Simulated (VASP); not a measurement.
Crystal: AlN.

```
CELL_PARAMETERS angstrom
3.11300 0.00000 0.00000
-1.55650 2.69594 0.00000
0.00000 0.00000 4.98100
ATOMIC_POSITIONS crystal
Al 0.33333 0.66667 0.00000
Al 0.66667 0.33333 0.50000
N 0.33333 0.66667 0.38000
N 0.66667 0.33333 0.88000
```

```yaml
Program: VASP 6.6.1
Task: relaxation of cell and atoms
Functional: PBE
Potentials_or_basis: VASP PAW PBE potentials, release 64 (Al, N)
Cutoff: 600 eV
k_mesh: 12 × 12 × 6
Occupations: gaussian, width 0.03 eV
Spin: no spin polarisation
```

At the start: pressure 3.3 GPa; volume 10.45 Å³/atom.

Q: Where does the relaxation end?

A: Over 3 steps the energy falls by 2.1 meV/atom and the volume is 10.62 Å³/atom (+1.7 %); space group P6_3mc (No. 186, to 0.05 Å).

The path:
| step | energy change (eV) | largest force (eV/Å) | pressure (GPa) | volume (Å³) |
| --- | --- | --- | --- | --- |
| 1 | 0.0000 | 0.1289 | 3.35 | 41.80 |
| 2 | -0.0017 | 0.0910 | -2.80 | 43.14 |
| 3 | -0.0083 | 0.0042 | 0.02 | 42.50 |

Final structure:
```cif
data_structure
_symmetry_space_group_name_H-M 'P 1'
_symmetry_Int_Tables_number 1
_cell_length_a 3.1273
_cell_length_b 3.1273
_cell_length_c 5.0175
_cell_angle_alpha 90.000
_cell_angle_beta 90.000
_cell_angle_gamma 120.000
_cell_volume 42.50
loop_
_atom_site_label
_atom_site_type_symbol
_atom_site_fract_x
_atom_site_fract_y
_atom_site_fract_z
_atom_site_occupancy
Al1 Al 0.33333 0.66667 0.99934 1
Al2 Al 0.66667 0.33333 0.49934 1
N1 N 0.33333 0.66667 0.38066 1
N2 N 0.66667 0.33333 0.88066 1
```
